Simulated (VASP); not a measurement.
Crystal: MnF2.

```
CELL_PARAMETERS angstrom
4.87380 0.00000 0.00000
0.00000 4.87380 0.00000
0.00000 0.00000 3.31070
ATOMIC_POSITIONS crystal
Mn 0.50000 0.50000 0.50000
Mn 0.00000 0.00000 0.00000
F 0.80530 0.19470 0.50000
F 0.69470 0.69470 0.00000
F 0.19470 0.80530 0.50000
F 0.30530 0.30530 0.00000
```

```yaml
Program: VASP 6.6.1
Task: relaxation of cell and atoms
Functional: PBE
Potentials_or_basis: VASP PAW PBE potentials, release 64 (Mn_sv_GW, F_GW)
Cutoff: 680 eV
k_mesh: 5 × 5 × 6
Occupations: fermi-dirac, width 0.05 eV
Spin: collinear spin, ferromagnetic start
Starting_moments: "[4.0, 4.0, 0.0, 0.0, 0.0, 0.0] μB"
```

At the start: pressure 3.3 GPa; volume 13.11 Å³/atom.

Problem. How do energy, volume and symmetry change on relaxing?

Solution. Over 8 steps the energy falls by 4.4 meV/atom and the volume is 13.56 Å³/atom (+3.5 %); space group P4_2/mnm (No. 136, to 0.05 Å); moment 10.00 μB per cell.

The path:
```tsv
step	energy change (eV)	largest force (eV/Å)	pressure (GPa)	volume (Å³)
1	0.0000	0.0422	3.28	78.64
2	-0.0253	0.0142	-0.57	81.74
3	-0.0261	0.0053	0.04	81.23
4	-0.0261	0.0061	0.01	81.28
5	-0.0264	0.0021	-0.02	81.31
6	-0.0265	0.0008	-0.02	81.34
7	-0.0266	0.0075	-0.04	81.40
8	-0.0266	0.0029	-0.04	81.38
```

Final structure:
```
Mn F
1.0
     4.93748    0.00000    0.00000
     0.00000    4.93748    0.00000
     0.00000    0.00000    3.33829
Mn F
2 4
Cartesian
  2.4687 2.4687 1.6691
  0.0000 0.0000 0.0000
  3.9756 0.9619 1.6691
  3.4306 3.4306 0.0000
  0.9619 3.9756 1.6691
  1.5069 1.5069 0.0000
```

Caveat: only a ferromagnetic start was run, and an antiferromagnetic order may lie lower in energy.
